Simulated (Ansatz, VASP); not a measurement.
**One calculation of GaAs, two programs**

The input INCAR:

```
SYSTEM = GaAs
PREC = Accurate
ENCUT = 520
EDIFF = 1E-7
ISMEAR = 0
SIGMA = 0.05
LREAL = .False.
LASPH = .True.
NELM = 100
ALGO = Normal
ISIF = 2
LWAVE = .False.
LCHARG = .True.
GGA = PE
LELF = .True.
LVHAR = .True.
NBANDS = 16
```

KPOINTS

```
regular mesh
0
Gamma
  8 8 8
  0 0 0
```

POSCAR

```
GaAs
1.0
    0.0000000000      3.1731915787      2.2434464461
    3.1731915787      0.0000000000      2.2434464461
    3.1731915787      3.1731915787      0.0000000000
Ga As
1 1
Direct
    0.0000000000      0.0000000000      0.0000000000
    0.7500000000      0.7500000000      0.7500000000
```

Input for Ansatz:

```yaml
crystal:
  lattice:
    - [0.0, 3.1731915787, 2.2434464461]
    - [3.1731915787, 0.0, 2.2434464461]
    - [3.1731915787, 3.1731915787, 0.0]
  atoms:
    - { symbol: Ga, position: [0.0, 0.0, 0.0] }
    - { symbol: As, position: [0.75, 0.75, 0.75] }
basis:
  ecutwfc: 420
kpoints:
  mp_grid: { grid: [8, 8, 8] }
hamiltonian:
  xc: pbe
scf:
  occupations: { method: gaussian, width: 0.05 }
output:
  forces: true
  stress: true
  eigenvalues: true
```

Alike in both runs: task single point; functional PBE; k mesh 8 × 8 × 8; occupations gaussian, width 0.05 eV; no spin polarisation.

```csv
,VASP,Ansatz
version,VASP 6.6.1,Ansatz 0.2.0
potentials or method,"VASP PAW PBE potentials, release 64 (Ga_d, As)","scalar-relativistic, plane waves, PAW"
plane-wave cutoff (eV),520,420
valence electrons in the cell,18,28
```

VASP gave:

```
gap on the k mesh at the Fermi level (eV)       : none
pressure (GPa)                                  : 0.9
largest component of the traceless stress (GPa) : 5.40
```

**Question.** What did Ansatz give for the same quantities?

**Answer.** gap on the k mesh at the Fermi level (eV): none; pressure (GPa): 0.7; largest component of the traceless stress (GPa): 5.46.

A gap of «none» marks a metal or a gap that the smearing closes. The two sets of potentials don't hold the same shells in valence.
